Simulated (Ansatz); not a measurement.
# MoS2: the cell at several levels of theory, part 2 of 2

The system is MoS2, CdI2 type, a generated structure that needn't be the ground state.

Ansatz 0.2.0, plane waves.

**3. Relaxing with r2SCAN+rVV10**

Start: the result of step 2.

input.yaml

```yaml
crystal:
  lattice:
    - [3.1754349285, 0.0, 0.0]
    - [-1.5877174643, 2.7500073162, 0.0]
    - [0.0, 0.0, 5.8037771898]
  atoms:
    - { symbol: Mo, position: [0.0, 0.0, 0.0] }
    - { symbol: S, position: [0.3333333333, 0.6666666667, 0.2709200765] }
    - { symbol: S, position: [0.6666666667, 0.3333333333, 0.7290799235] }
kpoints:
  mp_grid: { grid: [12, 12, 4] }
hamiltonian:
  xc: r2scan
  dispersion: rvv10
scf:
  occupations: { method: fermi_dirac, width: 0.02 }
relax:
  f_tol: 0.005
  cell: {}
```

Command:

```console
$ ansatz run input.yaml --threads 2 --pin off --max-ram 2211MiB --backend cpu --events-out ev --progress --plain --runs-dir out
```

Log:

```text
Warning: RAYON_NUM_THREADS=2 ignored (pool sized by the plan → 2); use --threads N
Engine: ansatz 0.2.0, aarch64-unknown-linux-gnu
Pseudopotentials: kind: paw
Pseudopotential: Mo, paw, valence charge 14, recommended cutoff 500 eV (meta_gga), Mo.paw.azcp
Pseudopotential: S, paw, valence charge 6, recommended cutoff 500 eV (meta_gga), S.paw.azcp
Functional definition: r2SCAN+rVV10
  parameter k0 = 0.174
  parameter k1 = 0.065
  parameter a1 = 4.9479
  exchange = r2scan_x(k0 = k0, k1 = k1, a1 = a1)
  correlation = r2scan_c + rvv10(11.95, 0.0093)
Crystal: 3 atoms, lattice volume = 50.681 Å³
Basis set: ecut = 500 eV, 1275 PW (Γ), exchange–correlation on 108×108×192 points (64 copies of the dense FFT grid, shifted against one another)
Bands: 17, of which v1, the nominal top of the filled ones, is band 13 counted from 1 (12 counted from 0)
Symmetry: 12 space group operations
Space group: P-3m1 (ITA 164), of the structure as read, at distance tolerance 3.7e-5 Å
k-points: 69 of 576
Non-local potential: Mo, projectors of the file, l = 0: 3, l = 1: 2, l = 2: 2, l = 3: 1
Non-local potential: S, projectors of the file, l = 0: 2, l = 1: 2, l = 2: 2
PAW form: soft (Blöchl's): semilocal exchange-correlation on the pseudo side does not see the compensation charge
rVV10 density: all electrons in the spheres
PAW frozen core: Mo, regenerated for the run's functional (the file was generated under x = pbe(κ = 0.804, μ = 0.2195149727645171), c = pbe(β = 0.06672455060314922))
PAW frozen core: S, regenerated for the run's functional (the file was generated under x = pbe(κ = 0.804, μ = 0.2195149727645171), c = pbe(β = 0.06672455060314922))
PAW one-centre angular grid: Mo, 590 points (default); XC on 160 Gauss nodes
PAW one-centre angular grid: S, 302 points (default); XC on 160 Gauss nodes
Initial density: superposition of atomic densities (neutral atoms: chi_scale 0, normalization atom), corrected by the library's trained network
Initial wavefunctions: pseudopotential atomic-orbital guess
Functional: x = r2scan, c = r2scan + rvv10(b = 11.95, C = 0.0093); τ floored in thin density (d = 2e-4 eV/Å³)
SCF iter   1: F=—  HF=-6778.683031 eV  |F-HF|=—  |Δ(HF+E_count)|=         —  Δρ=1.19e-2  dr2=1.66e-1  dr2_τ=4.87e-2  ethr=1.77e-3  ⟨swp⟩=6.1  Hψ=6528  notcnv=0
preconditioner: auto → none  [insulator: Δε(μ)=0.072 eV  Ē_g=8.523 eV  σ=0.020 eV  W_gap=0.62  n_scr=10 (ndim 8)  ℏωp=22.1 eV  f_vac=0.002  D(μ)=0.91/eV (n_scr^D=2)  ε∞_Penn≈7.7]
SCF iter   2: F=—  HF=-6778.812528 eV  |F-HF|=—  |Δ(HF+E_count)|=   1.29e-1  Δρ=2.41e-2  dr2=9.33e-1  dr2_τ=5.30e-2  ethr=6.39e-4  ⟨swp⟩=3.4  Hψ=2835  notcnv=0  defer=1  recentre
SCF iter   3: F=—  HF=-6778.692024 eV  |F-HF|=—  |Δ(HF+E_count)|=   1.21e-1  Δρ=4.76e-3  dr2=1.15e-2  dr2_τ=2.75e-4  ethr=6.39e-4  ⟨swp⟩=3.0  Hψ=2074  notcnv=0  defer=1
SCF iter   4: F=—  HF=-6778.691980 eV  |F-HF|=—  |Δ(HF+E_count)|=   4.37e-5  Δρ=7.23e-4  dr2=1.96e-4  dr2_τ=5.17e-5  ethr=4.41e-5  ⟨swp⟩=2.5  Hψ=2230  notcnv=0  defer=1
SCF iter   5: F=—  HF=-6778.692065 eV  |F-HF|=—  |Δ(HF+E_count)|=   8.55e-5  Δρ=2.57e-4  dr2=1.30e-5  dr2_τ=2.78e-6  ethr=7.53e-7  ⟨swp⟩=2.0  Hψ=1760  notcnv=0  defer=1
SCF iter   6: F=—  HF=-6778.692085 eV  |F-HF|=—  |Δ(HF+E_count)|=   1.92e-5  Δρ=7.68e-5  dr2=1.39e-6  dr2_τ=2.46e-7  ethr=5.01e-8  ⟨swp⟩=2.1  Hψ=1924  notcnv=0  defer=1
SCF iter   7: F=-6778.692088 eV  HF=-6778.692088 eV  |F-HF|=2.39e-7  |Δ(HF+E_count)|=   3.36e-6  Δρ=1.90e-5  dr2=9.49e-8  dr2_τ=5.83e-9  ethr=3.85e-10  ⟨swp⟩=3.5  Hψ=5203  notcnv=0
SCF 1 converged in 7 iterations: F = -6778.692088 eV  dr2 = 9.49e-8
relax step   1: F+E_penalty+E_count = -6778.69208831 eV  Δ(F+E_penalty+E_count) = +0.000e0 eV  max|allowed force component| = 2.453e-1 eV/Å  Δτ_max = 0.0000 Å  P = +2.270 GPa  Ω = 50.681 Å³  (7 SCF iters, dr2 threshold 1.00e-7 eV, accepted)
Crystal: 3 atoms, lattice volume = 56.371 Å³
Basis set: ecut = 500 eV, 1395 PW (Γ), exchange–correlation on 108×108×192 points (64 copies of the dense FFT grid, shifted against one another)
rVV10 density: all electrons in the spheres
Initial density: handed on by an earlier stage of this run
Initial wavefunctions: those handed on with the density
iter 1 solved again at ethr=2.92e-4 eV; its pass at ethr=3.10e-3 eV (dr2=7.58e-2 eV) is discarded
SCF iter   1: F=—  HF=-6778.232811 eV  |F-HF|=—  |Δ(HF+E_count)|=         —  Δρ=9.59e-3  dr2=7.68e-2  dr2_τ=3.08e-1  ethr=2.92e-4  ⟨swp⟩=1.0  Hψ=7376  notcnv=0
preconditioner: auto → LDOS  [insulator: Δε(μ)=0.131 eV  Ē_g=8.156 eV  σ=0.020 eV  W_gap=0.69  n_scr=10 (ndim 8)  ℏωp=21.0 eV  f_vac=0.028  D(μ)=0.67/eV (n_scr^D=2)  ε∞_Penn≈7.6  β→1.0]
SCF iter   2: F=—  HF=-6778.710605 eV  |F-HF|=—  |Δ(HF+E_count)|=   4.78e-1  Δρ=9.05e-3  dr2=1.74e-1  dr2_τ=4.66e-3  ethr=2.92e-4  ⟨swp⟩=3.0  Hψ=2553  notcnv=0  recentre
SCF iter   3: F=—  HF=-6778.681242 eV  |F-HF|=—  |Δ(HF+E_count)|=   2.94e-2  Δρ=3.69e-3  dr2=8.87e-3  dr2_τ=4.11e-4  ethr=2.92e-4  ⟨swp⟩=2.9  Hψ=2209  notcnv=0
SCF iter   4: F=—  HF=-6778.681588 eV  |F-HF|=—  |Δ(HF+E_count)|=   3.46e-4  Δρ=1.82e-3  dr2=1.90e-3  dr2_τ=1.99e-4  ethr=3.41e-5  ⟨swp⟩=2.4  Hψ=2265  notcnv=0
SCF iter   5: F=—  HF=-6778.681016 eV  |F-HF|=—  |Δ(HF+E_count)|=   5.72e-4  Δρ=4.57e-4  dr2=1.27e-4  dr2_τ=8.09e-6  ethr=7.29e-6  ⟨swp⟩=2.0  Hψ=1742  notcnv=0
SCF iter   6: F=—  HF=-6778.680996 eV  |F-HF|=—  |Δ(HF+E_count)|=   2.01e-5  Δρ=7.98e-5  dr2=2.80e-6  dr2_τ=6.22e-7  ethr=4.90e-7  ⟨swp⟩=2.2  Hψ=1910  notcnv=0
SCF iter   7: F=-6778.680996 eV  HF=-6778.680996 eV  |F-HF|=1.01e-7  |Δ(HF+E_count)|=   3.76e-7  Δρ=2.06e-5  dr2=2.03e-7  dr2_τ=1.66e-8  ethr=1.15e-9  ⟨swp⟩=3.0  Hψ=5045  notcnv=0
SCF 2 converged in 7 iterations: F = -6778.680996 eV  dr2 = 2.03e-7
relax step   2: F+E_penalty+E_count = -6778.68099560 eV  Δ(F+E_penalty+E_count) = +1.109e-2 eV  max|allowed force component| = 3.932e-1 eV/Å  Δτ_max = 0.1347 Å  P = -0.869 GPa  Ω = 56.371 Å³  energy of the carried Pulay correction = -1.391e-3 eV  (7 SCF iters, dr2 threshold 3.00e-7 eV, rejected (line search))
Crystal: 3 atoms, lattice volume = 53.305 Å³
Basis set: ecut = 500 eV, 1335 PW (Γ), exchange–correlation on 108×108×192 points (64 copies of the dense FFT grid, shifted against one another)
rVV10 density: all electrons in the spheres
iter 1 solved again at ethr=9.42e-5 eV; its pass at ethr=3.10e-3 eV (dr2=2.45e-2 eV) is discarded
SCF iter   1: F=—  HF=-6778.673918 eV  |F-HF|=—  |Δ(HF+E_count)|=         —  Δρ=5.37e-3  dr2=2.49e-2  dr2_τ=8.39e-2  ethr=9.42e-5  ⟨swp⟩=1.1  Hψ=7496  notcnv=0
preconditioner: auto → none  [insulator: Δε(μ)=0.077 eV  Ē_g=8.306 eV  σ=0.020 eV  W_gap=0.74  n_scr=10 (ndim 8)  ℏωp=21.6 eV  f_vac=0.004  D(μ)=0.62/eV (n_scr^D=2)  ε∞_Penn≈7.7]
SCF iter   2: F=—  HF=-6778.733368 eV  |F-HF|=—  |Δ(HF+E_count)|=   5.95e-2  Δρ=7.66e-3  dr2=9.55e-2  dr2_τ=3.73e-3  ethr=9.42e-5  ⟨swp⟩=3.0  Hψ=2449  notcnv=0  recentre
SCF iter   3: F=—  HF=-6778.720957 eV  |F-HF|=—  |Δ(HF+E_count)|=   1.24e-2  Δρ=3.54e-3  dr2=5.64e-3  dr2_τ=2.83e-4  ethr=9.42e-5  ⟨swp⟩=3.0  Hψ=2081  notcnv=0
SCF iter   4: F=—  HF=-6778.721327 eV  |F-HF|=—  |Δ(HF+E_count)|=   3.69e-4  Δρ=1.34e-3  dr2=1.48e-3  dr2_τ=7.87e-5  ethr=2.17e-5  ⟨swp⟩=2.3  Hψ=2078  notcnv=0
SCF iter   5: F=—  HF=-6778.721265 eV  |F-HF|=—  |Δ(HF+E_count)|=   6.18e-5  Δρ=4.92e-4  dr2=9.15e-5  dr2_τ=8.70e-6  ethr=5.69e-6  ⟨swp⟩=2.6  Hψ=1568  notcnv=0
SCF iter   6: F=—  HF=-6778.721293 eV  |F-HF|=—  |Δ(HF+E_count)|=   2.82e-5  Δρ=8.99e-5  dr2=5.20e-6  dr2_τ=2.07e-7  ethr=3.52e-7  ⟨swp⟩=2.5  Hψ=1823  notcnv=0
SCF iter   7: F=—  HF=-6778.721293 eV  |F-HF|=—  |Δ(HF+E_count)|=   2.24e-8  Δρ=3.00e-5  dr2=8.17e-7  dr2_τ=1.66e-8  ethr=2.00e-8  ⟨swp⟩=2.2  Hψ=1875  notcnv=0
SCF iter   8: F=—  HF=-6778.721294 eV  |F-HF|=—  |Δ(HF+E_count)|=   7.70e-7  Δρ=9.48e-6  dr2=9.59e-8  dr2_τ=2.39e-9  ethr=3.14e-9  ⟨swp⟩=1.3  Hψ=1379  notcnv=0
SCF iter   9: F=—  HF=-6778.721294 eV  |F-HF|=—  |Δ(HF+E_count)|=   1.55e-9  Δρ=2.11e-6  dr2=4.88e-9  dr2_τ=1.29e-10  ethr=3.69e-10  ⟨swp⟩=2.0  Hψ=1784  notcnv=0
SCF iter  10: F=—  HF=-6778.721294 eV  |F-HF|=—  |Δ(HF+E_count)|=  9.09e-11  Δρ=5.08e-7  dr2=3.11e-10  dr2_τ=9.53e-12  ethr=1.88e-11  ⟨swp⟩=1.5  Hψ=1427  notcnv=0
SCF iter  11: F=-6778.721294 eV  HF=-6778.721294 eV  |F-HF|=0.00e0  |Δ(HF+E_count)|=  1.82e-11  Δρ=3.20e-8  dr2=7.19e-13  dr2_τ=1.92e-13  ethr=1.00e-12  ⟨swp⟩=4.7  Hψ=5984  notcnv=0
SCF 3 converged in 11 iterations: F = -6778.721294 eV  dr2 = 7.19e-13
relax step   3: F+E_penalty+E_count = -6778.72129373 eV  Δ(F+E_penalty+E_count) = -2.921e-2 eV  max|allowed force component| = 3.494e-3 eV/Å  Δτ_max = 0.0588 Å  P = -0.112 GPa  Ω = 53.305 Å³  energy of the carried Pulay correction = -6.605e-4 eV  (11 SCF iters, accepted)
Crystal: 3 atoms, lattice volume = 53.308 Å³
Basis set: ecut = 500 eV, 1323 PW (Γ), exchange–correlation on 108×108×192 points (64 copies of the dense FFT grid, shifted against one another)
rVV10 density: all electrons in the spheres
iter 1 solved again at ethr=7.41e-7 eV; its pass at ethr=3.10e-3 eV (dr2=1.93e-4 eV) is discarded
SCF iter   1: F=—  HF=-6778.721334 eV  |F-HF|=—  |Δ(HF+E_count)|=         —  Δρ=3.82e-4  dr2=1.88e-4  dr2_τ=1.75e-4  ethr=7.41e-7  ⟨swp⟩=2.5  Hψ=7195  notcnv=0
preconditioner: auto → none  [insulator: Δε(μ)=0.072 eV  Ē_g=8.298 eV  σ=0.020 eV  W_gap=0.71  n_scr=10 (ndim 8)  ℏωp=21.6 eV  f_vac=0.007  D(μ)=0.69/eV (n_scr^D=2)  ε∞_Penn≈7.8]
SCF iter   2: F=—  HF=-6778.721608 eV  |F-HF|=—  |Δ(HF+E_count)|=   2.74e-4  Δρ=7.25e-4  dr2=8.80e-4  dr2_τ=4.96e-5  ethr=7.21e-7  ⟨swp⟩=2.0  Hψ=1898  notcnv=0  recentre
SCF iter   3: F=—  HF=-6778.721487 eV  |F-HF|=—  |Δ(HF+E_count)|=   1.21e-4  Δρ=1.53e-4  dr2=1.24e-5  dr2_τ=3.99e-7  ethr=7.21e-7  ⟨swp⟩=2.0  Hψ=1650  notcnv=0
SCF iter   4: F=—  HF=-6778.721486 eV  |F-HF|=—  |Δ(HF+E_count)|=   6.43e-7  Δρ=5.59e-5  dr2=8.13e-7  dr2_τ=2.29e-7  ethr=4.77e-8  ⟨swp⟩=1.7  Hψ=1328  notcnv=0
SCF iter   5: F=-6778.721486 eV  HF=-6778.721486 eV  |F-HF|=9.62e-9  |Δ(HF+E_count)|=   4.29e-7  Δρ=1.28e-5  dr2=3.44e-8  dr2_τ=5.99e-9  ethr=5.09e-10  ⟨swp⟩=3.2  Hψ=5028  notcnv=0
SCF 4 converged in 5 iterations: F = -6778.721486 eV  dr2 = 3.44e-8
relax step   4: F+E_penalty+E_count = -6778.72148634 eV  Δ(F+E_penalty+E_count) = -1.926e-4 eV  max|allowed force component| = 3.297e-3 eV/Å  Δτ_max = 0.0018 Å  P = +0.020 GPa  Ω = 53.308 Å³  energy of the carried Pulay correction = -6.612e-4 eV  (5 SCF iters, dr2 threshold 1.32e-7 eV, accepted)
Crystal: 3 atoms, lattice volume = 53.362 Å³
rVV10 density: all electrons in the spheres
iter 1 solved again at ethr=3.40e-7 eV; its pass at ethr=3.10e-3 eV (dr2=8.83e-5 eV) is discarded
SCF iter   1: F=—  HF=-6778.721376 eV  |F-HF|=—  |Δ(HF+E_count)|=         —  Δρ=3.12e-4  dr2=8.62e-5  dr2_τ=1.43e-4  ethr=3.40e-7  ⟨swp⟩=2.9  Hψ=7264  notcnv=0
preconditioner: auto → none  [insulator: Δε(μ)=0.069 eV  Ē_g=8.300 eV  σ=0.020 eV  W_gap=0.69  n_scr=10 (ndim 8)  ℏωp=21.6 eV  f_vac=0.007  D(μ)=0.72/eV (n_scr^D=2)  ε∞_Penn≈7.8]
SCF iter   2: F=—  HF=-6778.721568 eV  |F-HF|=—  |Δ(HF+E_count)|=   1.91e-4  Δρ=4.39e-4  dr2=3.04e-4  dr2_τ=1.93e-5  ethr=3.31e-7  ⟨swp⟩=2.0  Hψ=1902  notcnv=0  recentre
SCF iter   3: F=—  HF=-6778.721527 eV  |F-HF|=—  |Δ(HF+E_count)|=   4.11e-5  Δρ=1.62e-4  dr2=1.64e-5  dr2_τ=4.98e-7  ethr=3.31e-7  ⟨swp⟩=2.0  Hψ=1643  notcnv=0
SCF iter   4: F=—  HF=-6778.721527 eV  |F-HF|=—  |Δ(HF+E_count)|=   1.82e-7  Δρ=5.27e-5  dr2=7.27e-7  dr2_τ=2.18e-7  ethr=6.33e-8  ⟨swp⟩=2.0  Hψ=1318  notcnv=0
SCF iter   5: F=—  HF=-6778.721527 eV  |F-HF|=—  |Δ(HF+E_count)|=   3.69e-7  Δρ=1.47e-5  dr2=4.10e-8  dr2_τ=7.84e-9  ethr=2.80e-9  ⟨swp⟩=2.7  Hψ=1976  notcnv=0
SCF iter   6: F=-6778.721527 eV  HF=-6778.721527 eV  |F-HF|=2.77e-9  |Δ(HF+E_count)|=   3.60e-8  Δρ=4.74e-6  dr2=5.06e-9  dr2_τ=5.50e-10  ethr=1.55e-10  ⟨swp⟩=4.3  Hψ=3917  notcnv=0
SCF 5 converged in 6 iterations: F = -6778.721527 eV  dr2 = 5.06e-9
relax step   5: F+E_penalty+E_count = -6778.72152715 eV  Δ(F+E_penalty+E_count) = -4.080e-5 eV  max|allowed force component| = 3.792e-3 eV/Å  Δτ_max = 0.0021 Å  P = +0.042 GPa  Ω = 53.362 Å³  energy of the carried Pulay correction = -6.744e-4 eV  (6 SCF iters, dr2 threshold 4.04e-8 eV, accepted)
Crystal: 3 atoms, lattice volume = 53.390 Å³
rVV10 density: all electrons in the spheres
iter 1 solved again at ethr=5.36e-9 eV; its pass at ethr=3.10e-3 eV (dr2=1.39e-6 eV) is discarded
SCF iter   1: F=—  HF=-6778.721512 eV  |F-HF|=—  |Δ(HF+E_count)|=         —  Δρ=5.05e-5  dr2=1.26e-6  dr2_τ=8.48e-6  ethr=5.36e-9  ⟨swp⟩=3.0  Hψ=7814  notcnv=0
preconditioner: auto → none  [insulator: Δε(μ)=0.069 eV  Ē_g=8.300 eV  σ=0.020 eV  W_gap=0.70  n_scr=10 (ndim 8)  ℏωp=21.6 eV  f_vac=0.007  D(μ)=0.73/eV (n_scr^D=2)  ε∞_Penn≈7.7]
SCF iter   2: F=—  HF=-6778.721524 eV  |F-HF|=—  |Δ(HF+E_count)|=   1.16e-5  Δρ=2.73e-5  dr2=2.05e-7  dr2_τ=2.47e-8  ethr=4.85e-9  ⟨swp⟩=2.0  Hψ=2079  notcnv=0
SCF iter   3: F=—  HF=-6778.721524 eV  |F-HF|=—  |Δ(HF+E_count)|=   8.29e-8  Δρ=1.36e-5  dr2=1.08e-7  dr2_τ=8.43e-9  ethr=7.89e-10  ⟨swp⟩=2.5  Hψ=1942  notcnv=0
SCF iter   4: F=—  HF=-6778.721524 eV  |F-HF|=—  |Δ(HF+E_count)|=   9.23e-8  Δρ=1.97e-5  dr2=6.30e-7  dr2_τ=3.27e-8  ethr=4.15e-10  ⟨swp⟩=3.0  Hψ=2434  notcnv=0  recentre
SCF iter   5: F=-6778.721524 eV  HF=-6778.721524 eV  |F-HF|=2.16e-10  |Δ(HF+E_count)|=   8.12e-8  Δρ=2.34e-6  dr2=1.92e-9  dr2_τ=1.73e-10  ethr=3.20e-11  ⟨swp⟩=3.9  Hψ=5131  notcnv=0
SCF 6 converged in 5 iterations: F = -6778.721524 eV  dr2 = 1.92e-9
relax step   6: F+E_penalty+E_count = -6778.72152372 eV  Δ(F+E_penalty+E_count) = +3.426e-6 eV  max|allowed force component| = 2.832e-4 eV/Å  Δτ_max = 0.0004 Å  P = -0.000 GPa  Ω = 53.390 Å³  energy of the carried Pulay correction = -6.813e-4 eV  (5 SCF iters, dr2 threshold 8.31e-9 eV, accepted)
Basis set: ecut = 500 eV, 1323 PW (Γ), exchange–correlation on 108×108×200 points (64 copies of the dense FFT grid, shifted against one another)
rVV10 density: all electrons in the spheres
Initial wavefunctions: pseudopotential atomic-orbital guess (no wavefunctions were taken with the density)
iter 1 solved again at ethr=2.37e-7 eV; its pass at ethr=3.10e-3 eV (dr2=6.17e-5 eV) is discarded
SCF iter   1: F=—  HF=-6778.722225 eV  |F-HF|=—  |Δ(HF+E_count)|=         —  Δρ=1.00e-4  dr2=5.53e-7  dr2_τ=5.52e-6  ethr=2.37e-7  ⟨swp⟩=3.1  Hψ=9830  notcnv=0
SCF iter   2: F=—  HF=-6778.722229 eV  |F-HF|=—  |Δ(HF+E_count)|=   3.98e-6  Δρ=4.96e-5  dr2=1.61e-7  dr2_τ=2.36e-7  ethr=2.13e-9  ⟨swp⟩=2.2  Hψ=2019  notcnv=0
SCF iter   3: F=—  HF=-6778.722230 eV  |F-HF|=—  |Δ(HF+E_count)|=   1.05e-6  Δρ=3.06e-5  dr2=1.55e-6  dr2_τ=6.78e-8  ethr=6.19e-10  ⟨swp⟩=2.2  Hψ=2095  notcnv=0  recentre
SCF iter   4: F=—  HF=-6778.722230 eV  |F-HF|=—  |Δ(HF+E_count)|=   2.01e-7  Δρ=3.49e-6  dr2=1.25e-9  dr2_τ=1.13e-9  ethr=6.19e-10  ⟨swp⟩=3.0  Hψ=2339  notcnv=0
SCF iter   5: F=—  HF=-6778.722230 eV  |F-HF|=—  |Δ(HF+E_count)|=   3.42e-9  Δρ=8.47e-7  dr2=1.37e-10  dr2_τ=5.29e-11  ethr=4.81e-12  ⟨swp⟩=2.0  Hψ=1898  notcnv=0
SCF iter   6: F=-6778.722230 eV  HF=-6778.722230 eV  |F-HF|=6.37e-12  |Δ(HF+E_count)|=  6.64e-11  Δρ=2.42e-7  dr2=1.00e-11  dr2_τ=8.18e-12  ethr=1.00e-12  ⟨swp⟩=6.6  Hψ=5437  notcnv=0
SCF 7 converged in 6 iterations: F = -6778.722230 eV  dr2 = 1.00e-11
relax step   7: F+E_penalty+E_count = -6778.72222975 eV  Δ(F+E_penalty+E_count) = -7.060e-4 eV  max|allowed force component| = 2.591e-4 eV/Å  Δτ_max = 0.0000 Å  P = +0.002 GPa  Ω = 53.390 Å³  stress off target by 2.46e-3 GPa  SCF on the basis re-selected at this cell (its energy is not comparable with the rows above)  (6 SCF iters)
basis re-selected at this cell: Δ(F+E_penalty+E_count) = -7.060e-4 eV, ΔP = +0.003 GPa vs the last step (what re-selecting the basis moved, of the pressure what is left beyond the Pulay correction that the steps carried, after the strain that the cell walked since its last selection, with what the two solves' SCF thresholds leave and, on support functions, any second-order correction that the steps lacked; it is no measure of the basis error at this ecutwfc). The dense FFT grid was sized anew with the basis: this SCF ran on 27×27×50 points, the steps before it on 27×27×48, so part of this shift can come from that change (see relax.cell in the input reference). This SCF's stress stands 2.46e-3 GPa from its target on what of the cell is left free (relax.cell.stress_tol is 5.00e-2 GPa) and its largest allowed force component is 2.59e-4 eV/Å (relax.f_tol is 5.00e-3 eV/Å): within both
SCF converged after 6 iterations
Free energy (F): -6778.722230 eV
Harris-Foulkes:  -6778.722230 eV  (|F-HF|=6.37e-12)
Internal energy: -6778.721173 eV  (E = F + TS)
E sigma→0 (E₀):  -6778.721701 eV
Entropy (-TS):   -0.001057 eV (-0.352 meV/atom)
Fermi energy:    11.076666 eV
--- Per-component energies (eV) ---
  E_band       = -172.853249
  E_kinetic    = 653.480019
  E_local      = -1837.801196  (includes V_loc(G=0)·N_el)
  E_nonlocal   = 198.712891
  E_hartree    = 692.933973
  E_xc         = -359.342237
  E_vxc        = -444.632539  (∫ρ·V_xc dr)
  E_paw        = -4435.826354  (= ΣΔE_a)
  E_vpaw       = -154.147870  (= ΣTr[D̂ρ^β])
  E_aug_tail   = 0.000007  (compensation charges beyond the density's cutoff)
  E_vtau       = 25.667448  (kinetic-family band-sum trace: ∫τ·v_τ [+ j·A + Jᵃ·Aᵃ] dr)
  E_ewald      = -1690.437538
  E_core_change = -0.440737  (= ΣΔE_core)
  E_smearing   = -0.001057  (= −TS)
  E_closure    = -0.000000  (closes the sum)
  Σ components = -6778.722230   (vs F -6778.722230, Δ=0.00e0)
--- Forces (eV/Å), atoms counted from 1 ---
  atom   1  Mo     0.00000000     0.00000000     0.00000000
  atom   2  S      0.00000000     0.00000000    -0.00025910
  atom   3  S     -0.00000000     0.00000000     0.00025910
  max |Σ_I F_I| component: 2.65e-31 eV/Å
--- Stress (GPa, compression-positive) ---
        0.002461       0.000000      -0.000000
        0.000000       0.002461       0.000000
       -0.000000       0.000000       0.002079
  P = ⅓ Tr σ = 0.0023 GPa (0.023 kbar)
--- Relaxed structure (6 steps of the walk, 5 accepted, 1 SCFs on fresh bases) ---
  F+E_penalty+E_count = -6778.72222975 eV   max|allowed force component| = 2.591e-4 eV/Å   (the final SCF, on the basis selected at the relaxed cell)
  cell:  # Å, volume = 53.3900 Å³
    - [3.2202374473260442, 2.92747969032925e-11, 4.518045033933687e-18]
    - [-1.6101187236883747, 2.7888074355876697, 4.5180450339336304e-18]
    - [8.257680380856337e-18, 1.4302721972608055e-17, 5.945026853333442]
  atoms:
    - { symbol: Mo, position: [-1.8753552888761863e-34, -2.218643507820654e-34, 3.7092061506874214e-68] }
    - { symbol: S, position: [0.33333333333333326, 0.6666666666666666, 0.26003108085655796] }
    - { symbol: S, position: [0.6666666666666667, 0.33333333333333326, 0.739968919143442] }
```

Run time: 36 s. Hardware: 2 threads of Arm Neoverse V2, shared host; peak memory 0.56 GiB.

The path of the relaxation:

```csv
step,energy change (meV/atom),largest force (eV/Å),pressure (GPa),volume (Å³/atom)
1,0.0,0.2453,2.27,16.894
2*,3.7,0.3932,-0.87,18.790
3,-9.7,0.0035,-0.11,17.768
4,-9.8,0.0033,0.02,17.769
5,-9.8,0.0038,0.04,17.787
6,-9.8,0.0003,0.00,17.797
7,-10.0,0.0003,0.00,17.797
```

A star marks a trial step that the optimiser took back.

Step 7 solves the same cell on a plane-wave basis chosen anew, so the energy can jump there without a move.

The table lists every geometry solved, with passes on a fresh basis, whose energies don't compare exactly with the rows above.

|  | before | after | change |
| --- | --- | --- | --- |
| a (Å) | 3.175 | 3.220 | +1.41 % |
| c (Å) | 5.804 | 5.945 | +2.43 % |
| volume (Å³/atom) | 16.894 | 17.797 | +5.34 % |
| shortest distance (Å) | 2.415 | 2.418 | +0.11 % |
| space group | P-3m1 | P-3m1 | same |

**4. Results**

The summary covers parts 1 to 2.

```
       level  a (Å)  c (Å)  volume (Å³/atom)  space group  SCF geometries
  PBE-D3(BJ)  3.175  5.804            16.894        P-3m1               9
r2SCAN+rVV10  3.220  5.945            17.797        P-3m1               7
```

In words: The first relaxation changed the volume by -35.9 % from the start. The volume runs from PBE-D3(BJ) (least) to r2SCAN+rVV10 (most), a spread of 5.3 %, or 1.8 % in length if all axes shared it alike.
